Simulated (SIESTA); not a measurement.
**SnO under changes of volume**

One of the cells (18.125 Å³/atom); the others are scaled copies at fixed shape and fractional positions:

```
CELL_PARAMETERS angstrom
3.83895 0.00000 0.00000
0.00000 3.83895 0.00000
0.00000 0.00000 4.91928
ATOMIC_POSITIONS crystal
Sn 0.50000 0.00000 0.76463
Sn 0.00000 0.50000 0.23537
O 0.00000 0.00000 0.00000
O 0.50000 0.50000 0.00000
```

The cell is a database's computed one.

```yaml
Program: SIESTA 5.4.2
Functional: PBEsol
Potentials_or_basis: PseudoDojo 0.4 standard (PBEsol files)
Basis: DZP (energy shift 0.003 Ry; two zetas on semicore shells)
Grid_cutoff: 800 Ry
Energy_shift: 0.003 Ry
k_mesh: 7 × 7 × 6
Occupations: fermi-dirac, width 0.05 eV
Spin: no spin polarisation
```

| volume (Å³/atom) | energy over the lowest point (meV/atom) | pressure (GPa) | gap on the mesh (eV) | largest force (eV/Å) |
| --- | --- | --- | --- | --- |
| 16.703 | 43.27 | 9.9 | 0.13 | 1.704 |
| 17.058 | 24.29 | 7.2 | 0.21 | 1.311 |
| 17.414 | 11.15 | 4.7 | 0.29 | 0.959 |
| 18.125 | 0.00 | 0.5 | 0.42 | 0.333 |
| 18.480 | 1.06 | -1.4 | 0.48 | 0.052 |
| 18.835 | ? | ? | ? | ? |

Task: What does the run at 18.835 Å³/atom give?

Result: Energy over the lowest point 5.92 meV/atom; pressure -2.9 GPa; gap on the mesh 0.54 eV; largest force 0.206 eV/Å.

Worked out: A Birch-Murnaghan fit of order 3 (a polynomial in V^(-2/3)) to the other rows has its minimum at 18.21 Å³/atom with B0 = V·E''(V) = 96 GPa and B' = 4.3 at fixed shape and positions, which overstates the stiffness. It gives 5.92 meV/atom at 18.835 Å³/atom, against the run's 5.92, and -dE/dV = -3.0 GPa, against -2.9. A straight line through the other rows of the gap, of slope 3.45 eV per unit of ln V, extrapolates to 0.55 eV, against the run's 0.54.

Energies are extrapolated to zero smearing.

Caveats: spin-orbit coupling is left out, which moves the levels of the heavy elements; an odd mesh through Γ misses points on the zone boundary, where band edges often lie; the basis of atomic orbitals isn't converged, which shifts pressures, moduli and gaps; forces of over 1 eV/Å show positions far from the minimum, so gaps and moduli don't describe the material at rest (some runs).
